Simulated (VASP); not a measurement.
TaS2, 3 atoms in the cell. The structure is trigonal, space group P-3m1 (No. 164). Conventional cell: a = 3.350 Å, b = 3.350 Å, c = 5.860 Å, α = 90.00°, β = 90.00°, γ = 120.00°. Ta (site symmetry -3m) is surrounded by 6 S at 2.43 Å. S (site symmetry 3m) is surrounded by 3 Ta at 2.43 Å. 

```yaml
Program: VASP 6.6.1
Task: relaxation of cell and atoms
Functional: revPBE
Dispersion: D3(BJ)
Potentials_or_basis: VASP PAW PBE potentials, release 64 (Ta_pv, S)
Cutoff: 600 eV
k_mesh: 9 × 9 × 5
Occupations: fermi-dirac, width 0.05 eV
Spin: no spin polarisation
Further_INCAR_settings: ALGO = Normal; EDIFF = 1e-06; IBRION = 2; EDIFFG = -0.01; NSW = 60; ISIF = 3
```

Potentials or basis: VASP PAW PBE potentials, release 64 (Ta_pv, S).

The run is started by

```sh
$ cat potpaw_PBE.64/Ta_pv/POTCAR potpaw_PBE.64/S/POTCAR > POTCAR
$ mpirun -np 1 vasp_std > vasp.out
```

Hardware: 1 thread of Intel(R) Xeon(R) 6975P-C (Granite Rapids), with other jobs on the host.

Q: Estimate the wall time of this run.

A: It took 6.4 min on 1 thread of Intel(R) Xeon(R) 6975P-C (Granite Rapids), on a shared host, peak memory 0.26 GiB. Counts: scf iterations 166, k points 50, ion steps 24.
